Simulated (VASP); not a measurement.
Input of a VASP 6.6.1 run:

INCAR

```
  ALGO = Normal
  EDIFF = 1E-7
  EDIFFG = -0.005
  ENCUT = 600
  IBRION = 2
  ISIF = 3
  ISMEAR = 0
  LASPH = T
  LCHARG = F
  LREAL = F
  LWAVE = F
  NELM = 80
  NSW = 90
  PREC = Accurate
  SIGMA = 0.03
```

KPOINTS

```
k-points
0
Gamma
  8 8 8
```

The input POSCAR:

```
PbSe                                    
1.0
   -0.0000000000      3.0229038105      3.0229038105
    3.0229038105     -0.0000000000      3.0229038105
    3.0229038105      3.0229038105      0.0000000000
  Pb              Se            
     1     1
Direct
     0.0000000000000000    0.0000000000000000    0.0000000000000000
     0.5000000000000000    0.5000000000000000    0.5000000000000000
```

Potentials or basis: VASP PAW LDA potentials, release 64 (Pb_d, Se).

The run is started by

```sh
$ cat potpaw_LDA.64/Pb_d/POTCAR potpaw_LDA.64/Se/POTCAR > POTCAR
$ mpirun -np 1 vasp_std > vasp.out
```

Question: Estimate the band gap on the k mesh.

Answer: 0.03 eV, direct.

Final structure:
```
CELL_PARAMETERS angstrom
0.00000 3.02290 3.02290
3.02290 0.00000 3.02290
3.02290 3.02290 0.00000
ATOMIC_POSITIONS crystal
Pb 0.00000 0.00000 0.00000
Se 0.50000 0.50000 0.50000
```

Caveat: the relaxation stopped at its first step, so nothing moved; spin-orbit coupling is left out, which as a rule narrows the gap of such compounds by several tenths of an eV. A k mesh can miss the band edges.
